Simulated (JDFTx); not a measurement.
Runs of JDFTx 1.7.0 (patched build) on Re. Symmetry: P6_3/mmc, No. 194, hexagonal system. The conventional cell has a = 2.761 Å, b = 2.761 Å, c = 4.458 Å, α = 90.00°, β = 90.00°, γ = 120.00°. Re (site symmetry -6m2) is surrounded by 12 Re at 2.74 to 2.76 Å. 

```csv
task,level,potentials or basis,cell,further solve for the empty bands,V0 of scaled cells (Å³/atom),B0 (GPa)
equation of state,PBE,PseudoDojo-SR-PBE-0.5-standard,as given,-,14.95,364
equation of state,RPBE,PseudoDojo-SR-PBE-0.5-standard,as given,-,15.11,(c)
equation of state,LDA,PseudoDojo-SR-LDA-0.4.1-standard,as given,-,(b),(a)
equation of state,PBEsol,PseudoDojo-SR-PBEsol-0.4.1-standard,as given,-,14.55,389
```

Alike in all rows: no spin polarisation; k mesh 11 × 11 × 6; cutoff (eV) 980; smearing fermi-dirac 0.05 eV.

Problem. Estimate the missing entries.

Solution. (a) 404; (b) 14.30; (c) 352.

Caveats: the cell was scaled at fixed shape and fractional positions, which overstates the stiffness of a crystal with free parameters, most of all of layers and chains; the potentials were made for another functional, which shifts forces and pressure (some runs).

Not every run made on this cell is shown here.
